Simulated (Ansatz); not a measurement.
Structure: BaS built on the rocksalt prototype, at its r2SCAN minimum. Space group Fm-3m (No. 225), cubic; conventional cell a = 6.424 Å, 33.13 Å³ an atom. Ba has 6 S at 3.21 Å; S has 6 Ba at 3.21 Å.

```xyz
2
Lattice="0.0000 3.2118 3.2118 3.2118 0.0000 3.2118 3.2118 3.2118 0.0000" Properties=species:S:1:pos:R:3 pbc="T T T"
Ba    0.0000    0.0000    0.0000
S     3.2118    3.2118    3.2118
```

4 runs of the plane-wave code Ansatz on this cell differ in the functional (and in the settings that go with it). Levels are in eV from each run's valence top; v1 is the last filled band, c1 the first empty one.

Run A, mean stress -0.3 GPa (compression positive):
```
point     v2     v1    c1    c2
    Γ   0.00   0.00  4.58  5.00
    X  -0.14  -0.14  3.14  7.14
    U  -0.59  -0.54  4.32  7.04
    L  -1.06  -1.06  6.52  6.73
    W  -0.48  -0.48  5.33  5.33
```

Run B, mean stress -0.3 GPa (compression positive):
```
point     v2     v1    c1    c2
    Γ   0.00   0.00  5.24  5.72
    X  -0.15  -0.15  3.83  7.88
    U  -0.61  -0.57  5.02  7.77
    L  -1.09  -1.09  7.21  7.46
    W  -0.51  -0.51  6.04  6.04
```

Run C, mean stress 0.0 GPa (compression positive):
```
point     v2     v1    c1    c2
    Γ   0.00   0.00  4.23  4.39
    X  -0.11  -0.11  2.58  6.55
    U  -0.54  -0.48  3.73  6.35
    L  -0.98  -0.98  5.95  6.06
    W  -0.43  -0.43  4.70  4.70
```

Run D, mean stress +0.1 GPa (compression positive):
```
point     v2     v1    c1    c2
    Γ   0.00   0.00  3.60  3.96
    X  -0.11  -0.11  2.23  5.98
    U  -0.54  -0.48  3.34  5.87
    L  -0.98  -0.98  5.51  5.58
    W  -0.43  -0.43  4.28  4.28
```

Q: Match the runs to PBE, r2SCAN, HSE06, PBE0.

A: A is HSE06, B is PBE0, C is r2SCAN, D is PBE. In order of the gap: PBE 2.23, r2SCAN 2.58, HSE06 3.14, PBE0 3.83 eV.

No spin polarisation and no zero-point or thermal motion.

The runs are scalar-relativistic, without spin-orbit coupling.

The program warns that its thresholds are loose for a hybrid's stress.
